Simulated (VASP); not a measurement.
```yaml
crystal:
  lattice:
    - [0.00000, 3.14058, 3.14058]
    - [3.14058, 0.00000, 3.14058]
    - [3.14058, 3.14058, 0.00000]
  atoms:
    - { symbol: Al, position: [0.00000, 0.00000, 0.00000] }
    - { symbol: Sb, position: [0.25000, 0.25000, 0.25000] }
```

Computed with RPBE GGA, VASP's PBE PAW potentials (set 64) (plane waves; VASP). Numerical set-up: 520 eV cut-off, 7×7×7 Γ-centred mesh, Gaussian smearing of 0.050 eV, potentials Al Sb.

Unless said otherwise, spin-orbit coupling is left out, though it shifts the bands of the heavy elements here.

Question: Estimate the energy per atom (σ→0), band gap (on the k-mesh) with the smallest direct gap where there is one.

Answer: 
```
Property                                     Result
-----------------------------------  --------------
band gap (on the k-mesh)                    1.18 eV
smallest direct gap (on the k-mesh)         1.18 eV
energy per atom (σ→0)                -3.829 eV/atom
```

The absolute energy has meaning only against runs of the same code, potentials and settings.

The compound is AlSb in the zinc blende structure. It was relaxed first, which changed the volume by +7 %.
